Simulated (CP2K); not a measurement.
The system is GaAs.

```
CELL_PARAMETERS angstrom
3.81256 0.00000 0.00000
1.90628 3.30178 0.00000
1.90628 1.10059 3.11295
ATOMIC_POSITIONS crystal
Ga 0.00000 0.00000 0.00000
As 0.50000 0.50000 0.50000
```

The cell was built by a generator and needn't be a form met in nature.

Base run:

- Program: CP2K 2026.2
- Functional: PBE
- Potentials or basis: POTENTIAL_UZH Ga GTH-PBE-q13, As GTH-PBE-q5; TZVP-MOLOPT-PBE-GTH basis
- Density cutoff: 9184 eV
- k mesh: 9 × 9 × 9
- Occupations: fermi-dirac, width 0.05 eV
- Spin: no spin polarisation

Its results: band gap on the k mesh none (metal or under the smearing width); pressure 0.7 GPa.

Problem. The run is repeated on the same cell with these changes: functional from PBE to PBEsol. What comes out?

Solution. Band gap on the k mesh none (metal or under the smearing width); pressure -2.1 GPa.

PBEsol binds more tightly than PBE, so the same cell stands under less pressure.

Caveats: the basis of atomic orbitals isn't converged, which shifts pressures, moduli and gaps; the potentials were made for another functional, which shifts forces and pressure (some runs).
